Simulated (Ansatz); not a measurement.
# Ge: the cost of one run

Method: DFT PBE, scalar-relativistic, plane waves, PAW, in Ansatz 0.2.0.

### Step 1. Starting point

It takes space group P6_3/mmc (No. 194, hexagonal). Conventional cell: a = 4.069 Å, b = 4.069 Å, c = 26.634 Å, α = 90.00°, β = 90.00°, γ = 120.00°. Ge (site symmetry 3m) is surrounded by 4 Ge at 2.49 Å. Ge (site symmetry 3m) has 4 Ge at 2.49 to 2.51 Å as nearest neighbours.

Coordinates:

```
CELL_PARAMETERS angstrom
4.06937 0.00000 0.00000
-2.03469 3.52418 0.00000
0.00000 0.00000 26.63372
ATOMIC_POSITIONS crystal
Ge 0.00000 0.00000 0.04679
Ge 0.00000 0.00000 0.54679
Ge 0.00000 0.00000 0.45321
Ge 0.00000 0.00000 0.95321
Ge 0.33333 0.66667 0.07801
Ge 0.66667 0.33333 0.57801
Ge 0.33333 0.66667 0.42199
Ge 0.66667 0.33333 0.92199
Ge 0.33333 0.66667 0.17149
Ge 0.66667 0.33333 0.67149
Ge 0.33333 0.66667 0.32851
Ge 0.66667 0.33333 0.82851
Ge 0.33333 0.66667 0.79719
Ge 0.66667 0.33333 0.29719
Ge 0.33333 0.66667 0.70281
Ge 0.66667 0.33333 0.20281
```

The start is the relaxed end of an invented cell (made as: 4-connected net of one element (P6_3/mmc, No. 194)), taken up again for a closer look.

### Step 2. The guess as it stands, on a coarse mesh

input.yaml

```yaml
crystal:
  lattice:
    - [4.0693738, 0.0, 0.0]
    - [-2.0346869, 3.5241811, 0.0]
    - [0.0, 0.0, 26.6337233]
  atoms:
    - { symbol: Ge, position: [0.0, 0.0, 0.046793] }
    - { symbol: Ge, position: [0.0, 0.0, 0.546793] }
    - { symbol: Ge, position: [0.0, 0.0, 0.453207] }
    - { symbol: Ge, position: [0.0, 0.0, 0.953207] }
    - { symbol: Ge, position: [0.3333333, 0.6666667, 0.078014] }
    - { symbol: Ge, position: [0.6666667, 0.3333333, 0.578014] }
    - { symbol: Ge, position: [0.3333333, 0.6666667, 0.421986] }
    - { symbol: Ge, position: [0.6666667, 0.3333333, 0.921986] }
    - { symbol: Ge, position: [0.3333333, 0.6666667, 0.171494] }
    - { symbol: Ge, position: [0.6666667, 0.3333333, 0.671494] }
    - { symbol: Ge, position: [0.3333333, 0.6666667, 0.328506] }
    - { symbol: Ge, position: [0.6666667, 0.3333333, 0.828506] }
    - { symbol: Ge, position: [0.3333333, 0.6666667, 0.797188] }
    - { symbol: Ge, position: [0.6666667, 0.3333333, 0.297188] }
    - { symbol: Ge, position: [0.3333333, 0.6666667, 0.702812] }
    - { symbol: Ge, position: [0.6666667, 0.3333333, 0.202812] }
basis:
  ecutwfc: 420
kpoints:
  mp_grid: { grid: [6, 6, 1] }
hamiltonian:
  xc: pbe
scf:
  occupations: { method: gaussian, width: 0.1 }
  lower_state_search: "off"
output:
  forces: true
  stress: true
  eigenvalues: true
```

On the command line:

```
$ ansatz run input.yaml --threads 4 --pin off --max-ram 8192MiB --backend cpu --events-out ev --progress --plain --runs-dir out
```

What time and memory should one allow on 4 threads of AMD EPYC 7R43 (Zen 3), shared host?

About 4.5 s, with a peak of 1.4 GiB.
